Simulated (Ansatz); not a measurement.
Input for Ansatz (plane-wave DFT, PAW):

```yaml
crystal:
  lattice:
    - [3.2996010566, 0.0, 0.0]
    - [0.0, 4.5552968827, 0.0]
    - [0.0, 0.0, 35.1231296673]
  atoms:
    - { symbol: P, position: [0.5, 0.9115553304, 0.3131839362] }
    - { symbol: P, position: [0.0, 0.5884446696, 0.3131839362] }
    - { symbol: P, position: [0.5, 0.0884446696, 0.3730652883] }
    - { symbol: P, position: [0.0, 0.4115553304, 0.3730652883] }
    - { symbol: P, position: [0.0, 0.9115553304, 0.470059324] }
    - { symbol: P, position: [0.5, 0.5884446696, 0.470059324] }
    - { symbol: P, position: [0.0, 0.0884446696, 0.529940676] }
    - { symbol: P, position: [0.5, 0.4115553304, 0.529940676] }
    - { symbol: P, position: [0.5, 0.9115553304, 0.6269347117] }
    - { symbol: P, position: [0.0, 0.5884446696, 0.6269347117] }
    - { symbol: P, position: [0.5, 0.0884446696, 0.6868160638] }
    - { symbol: P, position: [0.0, 0.4115553304, 0.6868160638] }
basis:
  ecutwfc: 500
kpoints:
  mp_grid: { grid: [11, 8, 1] }
hamiltonian:
  xc: r2scan
scf:
  occupations: { method: gaussian, width: 0.05 }
output:
  forces: true
  stress: true
  eigenvalues: true
  write_density: true
  write_potential: true
  elf: true
  volumetric_format: npy
efield:
  axis: 3
  dipole_correction: true
  ramp_width: 0.04
```

Run as
```bash
ansatz run input.yaml --threads 1 --pin off --max-ram 2560MiB --backend cpu --events-out ev --progress --plain --runs-dir out
```

The calculation used DFT r2SCAN, scalar-relativistic, plane waves, PAW in Ansatz 0.2.0.

Part of what the program printed, abridged (final results; tables in files aren't shown):

```
SCF 1 converged in 8 iterations: F = -9109.835733 eV  dr2 = 6.59e-8
WARN: The output density's exchange-correlation potential varies sharply where the density is thin. Do not read a vacuum level from v_tot or v_xc, or from such a field of the output density. On a cell that repeats whose density bears no net charge and no dipole along the vacuum's axis use v_es (v_loc + v_h of the components); under efield.dipole_correction with no amplitude use v_es + v_field, which holds any external_charges[].barrier, or the levels of the report's work_function block, which leave it out; under a non-zero efield.amplitude the vacuum is tilted and has no level; on a cell that repeats and bears such a dipole with no correction it is tilted too, and efield.dipole_correction wi ...
SCF converged after 8 iterations
Free energy (F): -9109.835733 eV
Harris-Foulkes:  -9109.835733 eV  (|F-HF|=2.71e-9)
Internal energy: -9109.835733 eV  (E = F + TS)
E sigma→0 (E₀):  -9109.835733 eV
Fermi energy:    0.759631 eV
Dipole field:    D = -0.000085 V/Å  (p = -0.000249 e·Å, saw-weighted, corrected)
Work function:   Φ+ = 4.5231 eV   Φ− = 4.5201 eV
Levels:          The Fermi level and band energies are counted from a zero that moves with the ramp; work functions are not
--- Per-component energies (eV) ---
  E_band       = -385.621234
  E_kinetic    = 837.629808
  E_local      = -38209.683445  (includes V_loc(G=0)·N_el)
  E_nonlocal   = 399.549069
  E_hartree    = 18711.327993
  E_xc         = -697.383817
  E_vxc        = -778.299233  (∫ρ·V_xc dr)
  E_paw        = -6909.127118  (= ΣΔE_a)
  E_vpaw       = -94.043537  (= ΣTr[D̂ρ^β])
  E_aug_tail   = 0.000006  (compensation charges beyond the density's cutoff)
  E_vtau       = 36.551274  (kinetic-family band-sum trace: ∫τ·v_τ [+ j·A + Jᵃ·Aᵃ] dr)
  E_efield     = 0.000000  (sawtooth field / dipole correction)
  E_vefield    = 0.000000  (∫n·V_field dr)
  E_ewald      = 16758.941879
  E_core_change = -1.090106  (= ΣΔE_core)
  E_smearing   =  0.000000  (= −TS)
--- Forces (eV/Å), atoms counted from 1 ---
  atom   1  P      0.00000000    -0.05244631     0.02996436
  atom   2  P      0.00000000     0.05244631     0.02996436
  atom   3  P      0.00000000    -0.00030460    -0.02736587
  atom   4  P      0.00000000     0.00030460    -0.02736587
  atom   5  P      0.00000000    -0.00360598    -0.00129102
  atom   6  P      0.00000000     0.00360598    -0.00129102
  atom   7  P      0.00000000     0.00362650     0.00125686
  atom   8  P      0.00000000    -0.00362650     0.00125686
  atom   9  P      0.00000000     0.00031527     0.02734403
  atom  10  P      0.00000000    -0.00031527     0.02734403
  atom  11  P      0.00000000     0.05245614    -0.02997369
  atom  12  P      0.00000000    -0.05245614    -0.02997369
--- Stress (GPa, compression-positive) ---
       -0.030095       0.000000       0.000000
        0.000000       0.071160       0.000000
        0.000000       0.000000      -0.089244
  P = ⅓ Tr σ = -0.0161 GPa (-0.161 kbar)
--- Band table (eV; the first three rows and the last of 30) ---
  k-point 0: bands = ["-15.8263", "-15.7663", "-15.7325", "-13.2467", "-13.1249", "-13.0326", "-9.5279", "-9.4826", "-9.4644", "-6.2577", "-6.0213", "-5.7739", "-4.9272", "-4.8990", "-4.6898", "-4.6394", "-4.5066", "-4.4441", "-3.6539", "-3.6042", "-3.5819", "-2.0714", "-1.9792", "-1.9087", "-1.8683", "-1.7398", "-1.2769", "-0.3615", "0.0807", "0.5008", "1.0184", "1.3156", "1.4213", "1.7573", "1.8532", "1.9248", "2.8818", "2.9784", "3.0326", "3.5776", "3.6326", "3.6595"]
  k-point 1: bands = ["-15.7437", "-15.6847", "-15.6519", "-13.3375", "-13.2341", "-13.1615", "-9.5557", "-9.5251", "-9.5202", "-6.4676", "-6.3903", "-6.3866", "-4.7693", "-4.7441", "-4.4727", "-4.4105", "-4.1459", "-4.0541", "-3.5899", "-3.5413", "-3.5201", "-2.0284", "-1.9642", "-1.9303", "-1.5985", "-1.3724", "-1.0123", "-0.9346", "-0.4745", "-0.0677", "1.5164", "1.8185", "1.8284", "1.8781", "1.9306", "2.1353", "2.7489", "2.8272", "2.8605", "3.5289", "3.5695", "3.5811"]
  k-point 2: bands = ["-15.5007", "-15.4448", "-15.4153", "-13.6190", "-13.5574", "-13.5268", "-9.6049", "-9.5107", "-9.4398", "-7.3455", "-7.1968", "-7.0944", "-4.6336", "-4.3070", "-3.8671", "-3.5905", "-3.4047", "-3.3594", "-3.3417", "-3.3030", "-3.2167", "-2.1813", "-2.1334", "-2.1155", "-1.8948", "-1.3877", "-0.8870", "-0.7634", "-0.6599", "-0.4781", "1.9090", "2.1060", "2.1578", "2.3109", "2.3946", "2.4535", "2.4706", "2.6697", "3.0693", "3.4524", "3.4921", "3.5011"]
  k-point 29: bands = ["-12.5393", "-12.5393", "-12.5109", "-12.5107", "-12.5032", "-12.5029", "-10.2042", "-10.2041", "-10.1693", "-10.1692", "-10.1601", "-10.1599", "-5.5790", "-5.5790", "-5.4171", "-5.4171", "-5.2929", "-5.2928", "-4.6231", "-4.6230", "-4.4782", "-4.4782", "-4.3461", "-4.3461", "-1.4339", "-1.4339", "-1.2118", "-1.2118", "-1.1167", "-1.1167", "2.5979", "2.5980", "2.6892", "2.6892", "2.9418", "2.9418", "4.2030", "4.2031", "4.2260", "4.2263", "4.2400", "4.2402"]
```

The run converged.

Time: 49 s on 1 thread of AMD EPYC 9R45 96-Core Processor (Zen 5) (shared host), peak memory 1.7 GiB.